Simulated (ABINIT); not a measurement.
Wanted: the native input for an ABINIT 10.8.3 (patched build) run.

| Property | Result |
| --- | --- |
| Task | single point |
| Functional | BLYP |
| Potentials or basis | JTH PAW PBE v2.0 |
| Cutoff | 707 eV |
| k mesh | 7 × 7 × 7 |
| Occupations | fermi-dirac, width 0.05 eV |
| Spin | no spin polarisation |
| Fine-grid cutoff | 1306.15 eV |

The system is PbS.

```
Pb S
1.0
     3.65366    0.00000    0.00000
     0.00000    3.65366    0.00000
     0.00000    0.00000    3.65366
Pb S
1 1
Direct
  0.00000 0.00000 0.00000
  0.50000 0.50000 0.50000
```

Measurements of this composition are mostly on another form, of space group No. 225.

One way to write it, as run:

run.abi

```
# Pseudopotentials
pp_dirpath "./"
pseudos "Pb.GGA_PBE-JTH.xml, S.GGA_PBE-JTH.xml"

# Structure
acell 6.9044148628 6.9044148628 6.9044148628
rprim
     1.0000000000     0.0000000000     0.0000000000
     0.0000000000     1.0000000000     0.0000000000
     0.0000000000     0.0000000000     1.0000000000
ntypat 2
znucl 82 16
natom 2
typat 1 2
xcart
     0.0000000000     0.0000000000     0.0000000000
     1.8268295000     1.8268295000     1.8268295000 Angstrom

# Plane-wave basis
ecut 26.0
pawecutdg 48.0
pawxcdev 0

# k points
kptopt 1
ngkpt 7 7 7
nshiftk 1
shiftk 0.0 0.0 0.0

# Exchange and correlation
ixc -106131

# Bands and occupations
nband 14
occopt 3
tsmear 0.05 eV

# SCF cycle
nstep 100
tolvrs 1.0e-9

# Output
iomode 3
prtwf 0
prtden 0
prteig 0
prtebands 0
enunit 1
```

Potentials or basis: JTH PAW PBE v2.0.

Command:

```console
$ abinit run.abi > log 2>&1
```

Results of the run:

* Pressure: 4.3 GPa
* Valence electrons inside the program's atomic spheres: Pb 11.32; S 3.55

Caveat: the PAW data sets were made with another functional, which shifts forces and pressure a little.

Run time: 29 s on 1 thread of Arm Neoverse V1, on a shared host, peak memory 0.11 GiB.
